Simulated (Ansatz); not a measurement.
Crystal: Al3Ni2.

```
CELL_PARAMETERS angstrom
3.99420 0.00000 0.00000
-1.99710 3.45907 0.00000
0.00000 0.00000 4.88086
ATOMIC_POSITIONS crystal
Ni 0.66667 0.33333 0.85343
Ni 0.33333 0.66667 0.14657
Al 0.66667 0.33333 0.35192
Al 0.33333 0.66667 0.64808
Al 0.00000 0.00000 0.00000
```

The cell comes from a database or a generator and needn't be the stable form of this composition.

Base run:

- Program: Ansatz 0.2.0
- Functional: PBEsol
- Potentials or basis: Ansatz PAW
- Cutoff: 420 eV (not typed: the program's choice for these potentials)
- k mesh: 7 × 7 × 5
- Occupations: fermi-dirac, width 0.05 eV
- Spin: collinear spin, ferromagnetic start
- Starting moments: [0.5, 0.5, 0.0, 0.0, 0.0] μB
- Fixed moment: 1 μB

Its results: pressure 0.7 GPa; site moments Ni +0.26; Al +0.05, +0.04 μB; largest force 0.048 eV/Å.

Question: The run is repeated on the same cell with these changes: fixed moment from 1 μB to 4 μB; moments at the start from [0.5, 0.5, 0.0, 0.0, 0.0] to [2.0, 2.0, 0.0, 0.0, 0.0]. What comes out?

Answer: Pressure 11.5 GPa; site moments Ni +0.97; Al +0.22, +0.19 μB; largest force 0.241 eV/Å.

Caveats: the total moment is fixed, so each spin has its own Fermi level; the PAW data sets come from PBE, with cores solved anew for the run's functional, which leaves a small shift of forces and pressure; the thresholds are loose for stress.
